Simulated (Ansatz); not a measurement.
Crystal: Co.

```
CELL_PARAMETERS angstrom
2.48736 0.00000 0.00000
-1.24368 2.15412 0.00000
0.00000 0.00000 4.06329
ATOMIC_POSITIONS crystal
Co 0.33333 0.66667 0.74014
Co 0.66667 0.33333 0.25986
```

Base run:

```yaml
Program: Ansatz 0.2.0
Functional: PBE
Potentials_or_basis: Ansatz PAW
Cutoff: "420 eV (not typed: the program's choice for these potentials)"
k_mesh: 10 × 10 × 6
Occupations: fermi-dirac, width 0.05 eV
Spin: collinear spin, ferromagnetic start
Starting_moments: "[0.5, 0.5] μB"
Fixed_moment: 1 μB
```

Its results: pressure -10.0 GPa; site moments Co +0.53 μB; largest force 0.611 eV/Å.

The run is repeated on the same cell with these changes: fixed moment from 1 μB to 5 μB; moments at the start from [0.5, 0.5] to [2.5, 2.5]. What comes out?

Pressure 23.3 GPa; site moments Co +2.40 μB; largest force 0.973 eV/Å.

Caveats: the total moment is fixed, so each spin has its own Fermi level; the thresholds are loose for stress.
